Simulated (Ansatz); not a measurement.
ZrB2:

```xyz
3
Lattice="3.1700 0.0000 0.0000 -1.5850 2.7453 0.0000 0.0000 0.0000 3.5330" Properties=species:S:1:pos:R:3 pbc="T T T"
Zr    0.0000    0.0000    0.0000
B     1.5850    0.9151    1.7665
B     0.0000    1.8302    1.7665
```

| Property | Result |
| --- | --- |
| Program | Ansatz 0.2.0 |
| Task | relaxation of cell and atoms |
| Functional | BLYP |
| Dispersion | D4 |
| Potentials or basis | all-electron LAPW, scalar-relativistic |
| Basis error allowed | 0.002 eV/atom |
| k mesh | 10 × 10 × 8 |
| Occupations | fermi-dirac, width 0.05 eV |
| Spin | no spin polarisation |

At the start: volume 10.25 Å³/atom.

Q: Where does the relaxation end?

A: Over 5 steps the energy falls by 2.1 meV/atom and the volume is 10.09 Å³/atom (-1.6 %); space group P6/mmm (No. 191, to 0.05 Å).

The path:
```tsv
step	energy change (eV)	largest force (eV/Å)	volume (Å³)
1	0.0000	0.0000	30.75
2	-0.0058	0.0000	30.13
3	-0.0064	0.0000	30.27
4	-0.0064	0.0000	30.26
5	-0.0064	0.0000	30.26
```

Final structure:
```
Zr B
1.0
     3.14863    0.00000    0.00000
    -1.57431    2.72679    0.00000
     0.00000    0.00000    3.52469
Zr B
1 2
Direct
  0.00000 0.00000 0.00000
  0.66667 0.33333 0.50000
  0.33333 0.66667 0.50000
```
